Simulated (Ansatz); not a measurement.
Crystal: MoP.

```xyz
2
Lattice="3.2230 0.0000 0.0000 -1.6115 2.7912 0.0000 0.0000 0.0000 3.1910" Properties=species:S:1:pos:R:3 pbc="T T T"
Mo    0.0000    0.0000    0.0000
P     0.0000    1.8608    1.5955
```

Base run:

- Program: Ansatz 0.2.0
- Functional: LDA
- Potentials or basis: Ansatz PAW
- Cutoff: 420 eV (not typed: the program's choice for these potentials)
- k mesh: 10 × 10 × 8
- Occupations: fermi-dirac, width 0.05 eV
- Spin: no spin polarisation

Its results: band gap on the k mesh none (metal or under the smearing width); pressure -7.4 GPa.

The run is repeated on the same cell with these changes: functional from LDA to BLYP. What comes out?

Band gap on the k mesh none (metal or under the smearing width); pressure 13.4 GPa.

BLYP binds less tightly than LDA, so the same cell stands under more pressure.

Caveats: the PAW data sets come from PBE, with cores solved anew for the run's functional, which leaves a small shift of forces and pressure.
